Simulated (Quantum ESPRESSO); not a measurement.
ZrC under changes of volume

One of the cells (13.228 Å³/atom); the others are scaled copies at fixed shape and fractional positions:

```
Zr C
1.0
     0.00000    2.36500    2.36500
     2.36500    0.00000    2.36500
     2.36500    2.36500    0.00000
Zr C
1 1
Cartesian
  2.3650 2.3650 2.3650
  0.0000 0.0000 0.0000
```

| Property | Result |
| --- | --- |
| Program | Quantum ESPRESSO 7.5 |
| Functional | LDA |
| Potentials or basis | PseudoDojo 0.4.1 SR LDA standard |
| Cutoff | 1116 eV |
| Density cutoff | 4463 eV |
| k mesh | 10 × 10 × 10 |
| Occupations | fermi-dirac, width 0.05 eV |
| Spin | no spin polarisation |

| volume (Å³/atom) | energy over the lowest point (meV/atom) | pressure (GPa) |
| --- | --- | --- |
| 12.434 | 0.00 | 1.6 |
| 12.699 | 1.59 | -3.5 |
| 12.963 | ? | ? |
| 13.228 | 27.97 | -12.3 |
| 13.493 | 51.22 | -16.0 |
| 13.757 | 80.29 | -19.3 |
| 14.022 | 114.57 | -22.3 |

Q: What does the run at 12.963 Å³/atom give?

A: Energy over the lowest point 11.18 meV/atom; pressure -8.1 GPa.

Worked out: A Birch-Murnaghan fit of order 3 (a polynomial in V^(-2/3)) to the other rows has its minimum at 12.52 Å³/atom with B0 = V·E''(V) = 247 GPa and B' = 4.1. It gives 11.15 meV/atom at 12.963 Å³/atom, against the run's 11.18, and -dE/dV = -8.1 GPa, against -8.1.

Energies are extrapolated to zero smearing.
